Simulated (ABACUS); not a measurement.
Runs of ABACUS 3.10.1 on WC (Qusongite). Symmetry: P-6m2, No. 187, hexagonal system. Conventional cell: a = 2.907 Å, b = 2.907 Å, c = 2.837 Å, α = 90.00°, β = 90.00°, γ = 120.00°. W (site symmetry -6m2) is surrounded by 6 C at 2.20 Å. C (site symmetry -6m2) has 6 W at 2.20 Å as nearest neighbours. 

```tsv
task	potentials or basis	k mesh	cutoff (eV)	radial cutoff of the potentials (pseudo_rcut)	SCF threshold on the density	eigensolver	symmetry key	path	mesh quality	gap on the mesh (eV)	pressure (GPa)	V0 of scaled cells (Å³/atom)	B0 (GPa)
single point	PseudoDojo NC SR 0.4.1 PBE standard, TZDP LCAO (the cutoffs set its grid)	7 × 7 × 6	1361	7 bohr	1e-07	genelpa	1	-	coarse	none	7.7	-	-
single point	PseudoDojo NC SR 0.4.1 PBE standard, plane waves	7 × 7 × 6	1116	7 bohr	1e-08	dav	1	-	coarse	none	6.2	-	-
equation of state	SPMS ONCV 1.0 PBE, plane waves	7 × 7 × 6	1116	7 bohr	1e-08	dav	1	-	coarse	-	-	10.54	387
single point	PseudoDojo NC SR 0.4.1 PBE standard, DZP LCAO (the cutoffs set its grid)	7 × 7 × 6	1361	7 bohr	1e-07	genelpa	1	-	coarse	none	8.4	-	-
equation of state	PseudoDojo NC SR 0.4.1 PBE standard, plane waves	7 × 7 × 6	1116	7 bohr	1e-08	dav	1	-	coarse	-	-	10.54	388
equation of state	GBRV ultrasoft 1.5 PBE, plane waves	7 × 7 × 6	544	10 bohr	1e-08	dav	1	-	coarse	-	-	(a)	388
equation of state	SG15 ONCV 1.2 PBE, plane waves	7 × 7 × 6	1116	7 bohr	1e-08	dav	1	-	coarse	-	-	10.52	(b)
```

Alike in all rows: level PBE; no spin polarisation; cell as given; smearing fermi-dirac 0.05 eV.

**Question.** Estimate the missing entries.

**Answer.** (a) 10.56; (b) 385.

Caveats: all runs use coarse meshes; the cell was scaled at fixed shape and fractional positions, which overstates the stiffness of a crystal with free parameters, most of all of layers and chains (some runs); the atomic orbitals were generated for these runs and aren't a published set (some runs); the basis of atomic orbitals isn't converged, which shifts pressures, moduli and gaps (some runs).

A k mesh can miss the band edges, and the runs leave out spin-orbit coupling on W.

A gap of «none» marks a metal or a gap under the smearing width.
